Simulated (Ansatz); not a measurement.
# SiC: the cost of one run

Computed with Ansatz 0.2.0 (DFT PBE, scalar-relativistic, plane waves, PAW, unless a step's input says otherwise).

5 further runs of the same task are left out: 1 that didn't finish, 4 set aside as unsound or not needed.

## 1. The structure to begin with

The structure is hexagonal, space group P6_3mc (No. 186). Conventional cell: a = 3.092 Å, b = 3.092 Å, c = 5.074 Å, α = 90.00°, β = 90.00°, γ = 120.00°. Around Si (site symmetry 3m) lie 4 C at 1.89 to 1.91 Å. C (site symmetry 3m) has 4 Si at 1.89 to 1.91 Å as nearest neighbours.

Coordinates:

```
CELL_PARAMETERS angstrom
3.09204 0.00000 0.00000
-1.54602 2.67778 0.00000
0.00000 0.00000 5.07390
ATOMIC_POSITIONS crystal
Si 0.33333 0.66667 0.00456
Si 0.66667 0.33333 0.50456
C 0.33333 0.66667 0.38044
C 0.66667 0.33333 0.88044
```

It is the result of an earlier relaxation at this level (volume 10.50 Å³/atom; gap on the mesh: 2.31 eV).

## 2. What is varied

The energy is mapped over two normal modes frozen in (zone-centre modes of the cell shown, which folds in the wave vector (0, 1/2, 0) of the primitive cell).

- amplitude of mode 4 (257 cm⁻¹), largest displacement: 7 values from −0.114 to 0.114 Å
- amplitude of mode 5 (257 cm⁻¹), largest displacement: 7 values from −0.114 to 0.114 Å

Nothing else is relaxed (the cell and all other modes fixed). Energies count from the relaxed high-symmetry cell. Points are written as (first, second).

The modes come from a phonon run on the reference cell, made beforehand.

The patterns, per unit of each coordinate (Å):

```csv
atom,x1,y1,z1,x2,y2,z2
Si1,-0.096,0.000,0.000,1.000,0.000,0.000
Si2,1.000,0.000,0.000,0.092,0.000,0.000
Si3,-1.000,0.000,0.000,-0.092,0.000,0.000
Si4,0.096,0.000,0.000,-1.000,0.000,0.000
C5,-0.905,0.000,0.000,-0.090,0.000,0.000
C6,0.080,0.000,0.000,-0.906,0.000,0.000
C7,-0.080,0.000,0.000,0.906,0.000,0.000
C8,0.905,0.000,0.000,0.090,0.000,0.000
```

## 3. Grid point (−0.114 Å, −0.114 Å)

input.yaml reads:

```yaml
crystal:
  lattice:
    - [-3.0920366051, 0.0, 0.0]
    - [0.0, 0.0, -5.073898483]
    - [0.0, -5.3555644989, 0.0]
  atoms:
    - { symbol: Si, position: [0.5333364561, 0.9954360994, 0.1666666667] }
    - { symbol: Si, position: [0.0402539947, 0.9954360994, 0.6666666667] }
    - { symbol: Si, position: [-0.0402539947, 0.4954360994, 0.3333333333] }
    - { symbol: Si, position: [0.4666635439, 0.4954360994, 0.8333333333] }
    - { symbol: C, position: [0.4633192389, 0.6195639006, 0.1666666667] }
    - { symbol: C, position: [-0.0304662054, 0.6195639006, 0.6666666667] }
    - { symbol: C, position: [0.0304662054, 0.1195639006, 0.3333333333] }
    - { symbol: C, position: [0.5366807611, 0.1195639006, 0.8333333333] }
basis:
  ecutwfc: 520.0
kpoints:
  mp_grid: { grid: [10, 6, 6] }
hamiltonian:
  xc: pbe
  pseudopotentials: { kind: paw, azcp: { folder: soft_1 } }
scf:
  occupations: { method: gaussian, width: 0.05 }
output:
  forces: true
  stress: true
  eigenvalues: true
```

Started as:

```sh
$ ansatz run input.yaml --threads 2 --pin off --max-ram 4096MiB --backend cpu --events-out ev --progress --plain --runs-dir out
```

Q: Estimate wall time and peak memory on 2 threads of Arm Neoverse N1, shared host.

About 32 s, with a peak of 0.52 GiB.
